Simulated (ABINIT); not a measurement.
Runs of ABINIT 10.8.3 (patched build) on CuO (Tenorite). Symmetry: C2/c, No. 15, monoclinic system. The conventional cell has a = 4.684 Å, b = 3.423 Å, c = 5.129 Å, α = 90.00°, β = 99.54°, γ = 90.00°. Cu (site symmetry -1) has 4 O at 1.95 to 1.96 Å as nearest neighbours. Around O (site symmetry 2) lie 4 Cu at 1.95 to 1.96 Å. 

```tsv
level	potentials or basis	k mesh	mesh quality	gap on the mesh (eV)	largest force (eV/Å)
PBE	JTH PAW PBE v2.0	6 × 6 × 3	coarse	none	0.25
LDA	JTH PAW LDA v2.0	4 × 4 × 2	coarse	none	0.47
PBEsol	JTH PAW PBE v2.0	6 × 6 × 3	coarse	none	(a)
PBE	JTH PAW PBE v2.0	4 × 4 × 2	coarse	none	0.27
LDA	JTH PAW LDA v2.0	8 × 8 × 4	not flagged	none	0.47
```

Alike in all rows: task single point; no spin polarisation; cell as given; cutoff (eV) 626; smearing fermi-dirac 0.05 eV.

Problem. Estimate the missing entries.

Solution. (a) 0.34.

Caveats: some runs use coarse meshes; the run has no spin polarisation, though such a crystal can be magnetic; semilocal functionals often make such compounds metallic where correlation or magnetic order opens a gap, which also shifts bond lengths; the PAW data sets were made with another functional, which shifts forces and pressure a little (some runs).

A k mesh can miss the band edges.

A gap of «none» marks a metal or a gap under the smearing width.

Not every run made on this cell is shown here.
